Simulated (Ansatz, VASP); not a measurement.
BiTe in VASP and in Ansatz

INCAR

```
PREC = Accurate ; ENCUT = 520
EDIFF = 1E-7 ; ISMEAR = 0
SIGMA = 0.1 ; LREAL = False
LASPH = True ; NELM = 60
ALGO = Normal ; ISIF = 2
LWAVE = False ; LCHARG = False
GGA = PE ; NBANDS = 18
```

File KPOINTS:

```
regular mesh
0
Gamma
  9 9 9
```

The input POSCAR:

```
BiTe
1.0
    4.5978828776      0.0000000000      0.0000000000
   -2.2989414388      3.9818833757      0.0000000000
    2.2989414388      1.3272944586      3.7541556491
Bi Te
1 1
Direct
    0.0000000000      0.0000000000      0.0000000000
    0.0000000000      0.5000000000      0.5000000000
```

Input for Ansatz:

```yaml
crystal:
  lattice:
    - [4.5978828776, 0.0, 0.0]
    - [-2.2989414388, 3.9818833757, 0.0]
    - [2.2989414388, 1.3272944586, 3.7541556491]
  atoms:
    - { symbol: Bi, position: [0.0, 0.0, 0.0] }
    - { symbol: Te, position: [0.0, 0.5, 0.5] }
basis:
  ecutwfc: 420
kpoints:
  mp_grid: { grid: [9, 9, 9] }
hamiltonian:
  xc: pbe
scf:
  occupations: { method: gaussian, width: 0.1 }
output:
  forces: true
  stress: true
  eigenvalues: true
```

Alike in both runs: task single point; functional PBE; k mesh 9 × 9 × 9; occupations gaussian, width 0.1 eV; no spin polarisation.

|  | VASP | Ansatz |
| --- | --- | --- |
| version | VASP 6.6.1 | Ansatz 0.2.0 |
| potentials or method | VASP PAW PBE potentials, release 64 (Bi_d, Te) | scalar-relativistic, plane waves, PAW |
| plane-wave cutoff (eV) | 520 | 420 |
| valence electrons in the cell | 21 | 31 |

|  | VASP | Ansatz | Ansatz less VASP |
| --- | --- | --- | --- |
| gap on the k mesh at the Fermi level (eV) | none | none | - |
| pressure (GPa) | 0.0 | 0.0 | +0.05 |

A gap of «none» marks a metal or a gap that the smearing closes. The functional is the same, so the differences come from potentials, cutoffs and numerics. The two sets of potentials don't hold the same shells in valence.

Caveats: spin-orbit coupling is left out, which moves the levels of the heavy elements.
